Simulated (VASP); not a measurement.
The system is GaN.

```
Ga N
1.0
     0.00000    2.13524    2.13524
     2.13524    0.00000    2.13524
     2.13524    2.13524    0.00000
Ga N
1 1
Direct
  0.00000 0.00000 0.00000
  0.50000 0.50000 0.50000
```

Measurements of this composition are mostly on another form, of space group No. 186.

```yaml
Program: VASP 6.6.1
Task: relaxation of cell and atoms
Functional: r2SCAN
Potentials_or_basis: VASP PAW PBE potentials, release 64 (Ga_d, N)
Cutoff: 600 eV
k_mesh: 14 × 14 × 14
Occupations: gaussian, width 0.02 eV
Spin: no spin polarisation
```

At the start: pressure -7.4 GPa; volume 9.74 Å³/atom.

Task: How do energy, volume and symmetry change on relaxing?

Result: Over 4 steps the energy falls by 7.6 meV/atom and the volume is 9.43 Å³/atom (-3.2 %); space group Fm-3m (No. 225, to 0.05 Å).

Step by step:
| step | energy change (eV) | largest force (eV/Å) | pressure (GPa) | volume (Å³) |
| --- | --- | --- | --- | --- |
| 1 | 0.0000 | 0.0000 | -7.42 | 19.47 |
| 2 | 0.0009 | 0.0000 | 8.79 | 18.23 |
| 3 | -0.0153 | 0.0000 | 0.12 | 18.84 |
| 4 | -0.0153 | 0.0000 | -0.05 | 18.85 |

Final structure:
```
CELL_PARAMETERS angstrom
0.00000 2.11240 2.11240
2.11240 0.00000 2.11240
2.11240 2.11240 0.00000
ATOMIC_POSITIONS crystal
Ga 0.00000 0.00000 0.00000
N 0.50000 0.50000 0.50000
```

Caveat: the PAW data sets were made with another functional, which shifts forces and pressure a little.
